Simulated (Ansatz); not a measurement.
## MoS₂: energy along a strain

MoS₂, R3m, a = 3.153 Å, c = 17.990 Å. The compound has several low-lying forms, and this is one of them. Ansatz: PBE+D3(BJ), PAW, 420 eV, Γ-centred 12×12×12 mesh on 3 atoms, Gaussian smearing 0.05 eV; no spin polarisation. Cell vectors (Å): 1.576 0.910 5.997; -1.576 0.910 5.997; 0.000 -1.820 5.997. The cell is strained by x per cent times the pattern (1 1 0 0 0 0) in the order xx yy zz yz xz xy (engineering shears), with fractional coordinates held. y is the free energy over the start, V0 = 17.209 Å³/atom. Points with a strain past 8.5 % were computed too (3) and aren't used here.

```
x (%) y (meV/atom)
-7.50             ?
-5.00        107.31
-2.50         25.21
 0.00          0.00
 2.50         22.07
 5.00         83.23
 7.50        176.46
```

**Question.** Fit y = c2 x² + c3 x³ to the other rows, get the stiffness along the pattern, and predict the missing energy.

**Answer.** Least squares on the rows shown. y = 3.8226 x² − 0.092158 x³. The clamped-ion stiffness p·C·p = 2 × 38.23 eV × 160.2 / 17.209 Å³ = 712 GPa. At x = -7.50 the fit asked for gives 253.90 meV/atom. The run gave 257.59 meV/atom, so the fit is 3.69 meV/atom too low, 1.4 % of the span of the series, against an rms of 0.44 meV/atom on the fitted rows. The row lies outside the fitted range. With a term in x⁴ added, a fit to the same known rows predicts 257.77 meV/atom, so most of the miss is curvature that the known rows already hold.

Cost: 10 runs of about 1.3 core-minutes in all, on Intel Xeon 6975P-C (Granite Rapids) (shared hosts).